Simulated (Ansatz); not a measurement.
# CdSe: which structure wins at one pressure, part 2 of 2

Aim: bring CdSe in several structures (rocksalt, CsCl, zincblende, wurtzite, NiAs) to one pressure and rank them by enthalpy. The pressure is set by scaling the first phase. The runs shown use LAPW. Companion runs by PAW are cited.

Ansatz 0.2.0; DFT PBE; a cell built from a prototype (rocksalt type), not taken from measurement.

## Step 5: Wurtzite at the cell that PAW relaxed, LAPW

Input file input.yaml:

```yaml
crystal:
  lattice:
    - [3.7698012955, 0.0, 0.0]
    - [-1.8849006478, 3.2647436892, 0.0]
    - [0.0, 0.0, 7.0419740486]
  atoms:
    - { symbol: Cd, position: [0.3333333333, 0.6666666667, 0.0181111394] }
    - { symbol: Cd, position: [0.6666666667, 0.3333333333, 0.5181111394] }
    - { symbol: Se, position: [0.3333333333, 0.6666666667, 0.3578888606] }
    - { symbol: Se, position: [0.6666666667, 0.3333333333, 0.8578888606] }
kpoints:
  mp_grid: { grid: [9, 9, 5] }
scf:
  occupations: { method: fermi_dirac, width: 0.05 }
hamiltonian:
  xc: pbe
  pseudopotentials: { kind: all_electron, lapw: { basis_error: 0.0005 } }
output:
  forces: true
  stress: true
  eigenvalues: true
  populations: true
```

Run with:

```console
ansatz run input.yaml --threads 1 --pin off --max-ram 3584MiB --backend cpu --events-out ev --progress --plain --runs-dir out
```

What it wrote, cut to the lines that bear on the results:

```text
Cd: projections on atomic orbitals take those of the free atom 1s2 2s2 2p6 3s2 3p6 3d10 4s2 4p6 4d10 5s2, of charge +0.00 (hamiltonian.pseudopotentials.projection_atoms)
Se: projections on atomic orbitals take those of the free atom 1s2 2s2 2p6 3s2 3p6 3d10 4s2 4p4, of charge +0.00 (hamiltonian.pseudopotentials.projection_atoms)
LAPW: plane waves up to 9.895 Å⁻¹, error target 5.0e-4 eV per atom; small_component_spin mean_spin; Se in spheres of 1.163 Å, 24 of its electrons in bands, Dirac shells []; Cd in spheres of 1.230 Å, 30 of its electrons in bands, Dirac shells []
[...]
Pseudopotentials: kind: all_electron
Pseudopotential: Cd, LAPW, valence charge 30, Koelling and Harmon's equation, gaussian nucleus
Pseudopotential: Se, LAPW, valence charge 24, Koelling and Harmon's equation, gaussian nucleus
Functional definition: PBE
[...]
Crystal: 4 atoms, lattice volume = 86.669 Å³
[...]
SCF converged after 9 iterations
Free energy (F): -436722.565452 eV
[...]
E sigma→0 (E₀):  -436722.565433 eV
Entropy (-TS):   -0.000037 eV (-0.009 meV/atom)
Fermi energy:    13.326040 eV
[...]
--- Forces (eV/Å), atoms counted from 1 ---
  atom   1  Cd     0.00000000    -0.00000000     0.00064120
  atom   2  Cd     0.00000000     0.00000000     0.00064120
  atom   3  Se    -0.00000000     0.00000000    -0.00059386
  atom   4  Se     0.00000000    -0.00000000    -0.00059386
[...]
--- Stress (GPa, compression-positive) ---
       27.035536      -0.000000       0.000000
       -0.000000      27.035536       0.000000
        0.000000       0.000000      27.074982
  P = ⅓ Tr σ = 27.0487 GPa (270.487 kbar)
--- Band table (eV; the first three rows and the last of 36) ---
[...]
--- Löwdin populations: 4 sites ---
  site symbol       q [e]
     0     Cd     46.6977
     1     Cd     46.6977
     2     Se     35.0830
     3     Se     35.0830
  spilling = 0.002674 (of n_electrons = 164.000000)
```

It took 2.3 min on 1 thread of Intel Xeon Platinum 8259CL at 2.50GHz (Skylake/Cascade Lake), shared host; peak memory 0.72 GiB.

Read from it: pressure 27.05 GPa; gap on the k mesh 0.50 eV (an odd mesh misses the zone boundary).

## Step 6: NiAs at the cell that PAW relaxed, LAPW

Input file input.yaml:

```yaml
crystal:
  lattice:
    - [3.687516132, 0.0, 0.0]
    - [-1.843758066, 3.1934826471, 0.0]
    - [0.0, 0.0, 6.3253176433]
  atoms:
    - { symbol: Cd, position: [0.0, 0.0, 0.0] }
    - { symbol: Cd, position: [0.0, 0.0, 0.5] }
    - { symbol: Se, position: [0.3333333333, 0.6666666667, 0.25] }
    - { symbol: Se, position: [0.6666666667, 0.3333333333, 0.75] }
kpoints:
  mp_grid: { grid: [10, 10, 6] }
scf:
  occupations: { method: fermi_dirac, width: 0.05 }
hamiltonian:
  xc: pbe
  pseudopotentials: { kind: all_electron, lapw: { basis_error: 0.0005 } }
output:
  forces: true
  stress: true
  eigenvalues: true
  populations: true
```

Run with:

```console
ansatz run input.yaml --threads 1 --pin off --max-ram 3584MiB --backend cpu --events-out ev --progress --plain --runs-dir out
```

What it wrote, cut to the lines that bear on the results:

```text
Cd: projections on atomic orbitals take those of the free atom 1s2 2s2 2p6 3s2 3p6 3d10 4s2 4p6 4d10 5s2, of charge +0.00 (hamiltonian.pseudopotentials.projection_atoms)
Se: projections on atomic orbitals take those of the free atom 1s2 2s2 2p6 3s2 3p6 3d10 4s2 4p4, of charge +0.00 (hamiltonian.pseudopotentials.projection_atoms)
LAPW: plane waves up to 8.721 Å⁻¹, error target 5.0e-4 eV per atom; small_component_spin mean_spin; Se in spheres of 1.277 Å, 24 of its electrons in bands, Dirac shells []; Cd in spheres of 1.375 Å, 20 of its electrons in bands, Dirac shells []
[...]
[... 4 set-up lines as earlier in the session ...]
[...]
Crystal: 4 atoms, lattice volume = 74.487 Å³
[...]
SCF converged after 8 iterations
Free energy (F): -436722.641045 eV
[...]
E sigma→0 (E₀):  -436722.639874 eV
Entropy (-TS):   -0.002342 eV (-0.586 meV/atom)
Fermi energy:    15.893643 eV
[...]
--- Forces (eV/Å), atoms counted from 1 ---
  atom   1  Cd    -0.00000000    -0.00000000     0.00000000
  atom   2  Cd     0.00000000    -0.00000000     0.00000000
  atom   3  Se    -0.00000000    -0.00000000     0.00000000
  atom   4  Se     0.00000000     0.00000000     0.00000000
[...]
--- Stress (GPa, compression-positive) ---
       27.002553       0.000000       0.000000
        0.000000      27.002553       0.000000
        0.000000       0.000000      27.004364
  P = ⅓ Tr σ = 27.0032 GPa (270.032 kbar)
--- Band table (eV; the first three rows and the last of 56) ---
[...]
--- Löwdin populations: 4 sites ---
  site symbol       q [e]
     0     Cd     46.7298
     1     Cd     46.7298
     2     Se     35.0701
     3     Se     35.0701
  spilling = 0.002440 (of n_electrons = 164.000000)
```

Run time: 70 s. Hardware: 1 thread of Intel Xeon Platinum 8259CL at 2.50GHz (Skylake/Cascade Lake), shared host; peak memory 0.74 GiB.

Result: pressure 27.00 GPa.

## Step 7: The series in one table

Rows by PAW come from runs of the same series that aren't printed here.

Enthalpy per atom, H = F + pV at p = 27 GPa, from each method's lowest phase:

```
             method       start  space group, start → end  volume (Å³/atom)  pressure (GPa)  enthalpy (meV/atom)
               LAPW    rocksalt             Fm-3m → Fm-3m            18.423            27.0                  0.0
               LAPW        CsCl             Pm-3m → Pm-3m            17.471            27.0                279.6
               LAPW  zincblende             F-43m → F-43m            22.042            27.0                608.6
LAPW, at PAW's cell    wurtzite                    P6_3mc            21.667            27.0                600.8
LAPW, at PAW's cell        NiAs                  P6_3/mmc            18.622            27.0                 68.7
                PAW    rocksalt             Fm-3m → Fm-3m            18.423            27.0                  0.0
                PAW        CsCl             Pm-3m → Pm-3m            17.471            27.0                280.1
                PAW  zincblende             F-43m → F-43m            22.034            27.0                606.8
                PAW    wurtzite           P6_3mc → P6_3mc            21.667            27.0                599.2
                PAW        NiAs       P6_3/mmc → P6_3/mmc            18.622            27.0                 68.9
```

## Step 8: Summary of results

This closing draws on all 2 parts.

| quantity | value |
| --- | --- |
| pressure | 27 GPa |
| lowest (LAPW) | rocksalt, 68.7 meV/atom under NiAs |
| lowest (PAW) | rocksalt, 68.9 meV/atom under NiAs |

By LAPW the order is rocksalt < NiAs < CsCl < wurtzite < zincblende. By PAW the order is rocksalt < NiAs < CsCl < wurtzite < zincblende. The methods agree on the lowest phase. Only these structures were tried, with electrons smeared by 0.05 eV and without vibrations, so the true ground state may be another. The k meshes differ between phases and weren't tested, which can move differences by some meV.
